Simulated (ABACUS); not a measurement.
A run of ABACUS 3.10.1 is set up as follows.

INPUT

```
INPUT_PARAMETERS
suffix              GaP
calculation         scf
basis_type          pw
pseudo_dir          ./
symmetry            1
dft_functional      pbesol
ecutwfc             81
pseudo_rcut         7
nspin               1
nbands              13
ks_solver           dav
smearing_method     fd
smearing_sigma      0.00367493
scf_thr             1e-08
scf_nmax            100
mixing_type         broyden
mixing_beta         0.7
cal_force           1
cal_stress          1
kpar                4
```

STRU

```
ATOMIC_SPECIES
Ga 69.7230 Ga.upf
P 30.9738 P.upf

LATTICE_CONSTANT
1.8897261246

LATTICE_VECTORS
0.0000000000 2.7252500000 2.7252500000
2.7252500000 0.0000000000 2.7252500000
2.7252500000 2.7252500000 0.0000000000

ATOMIC_POSITIONS
Direct

Ga
0.0
1
0.0000000000 0.0000000000 0.0000000000 1 1 1

P
0.0
1
0.7500000000 0.7500000000 0.7500000000 1 1 1
```

Contents of KPT:

```
K_POINTS
0
Gamma
8 8 8 0 0 0
```

Potentials or basis: PseudoDojo NC SR 0.4.1 PBEsol standard, plane waves.

Command:

```sh
$ OMP_NUM_THREADS=1 mpirun -np 4 abacus > log
```

(1) What does it give for the pressure?

(2) Predict the band gap on the k mesh.

Answers

(1) -0.5 GPa.

(2) 1.52 eV, indirect (least direct gap 1.74 eV).

**The experiment to reproduce.**

From “Stacking defects in GaP nanowires: Electronic structure and optical properties”, 2018, arxiv:1810.01194, for a bulk crystal of GaP at 10 K: band gap 2.34 eV (indirect).

Against the measured gap of GaP, 2.34 eV (indirect; 10 K; quoted in “Stacking defects in GaP nanowires: Electronic structure and optical properties”, 2018, arxiv:1810.01194), the calculated 1.52 eV is off by -0.82 eV. Spin-orbit coupling on Ga is left out. The value is that of PBEsol on a finite k mesh, which can miss the band edges, without temperature or zero-point motion. Semilocal functionals fall short of measured gaps as a rule.
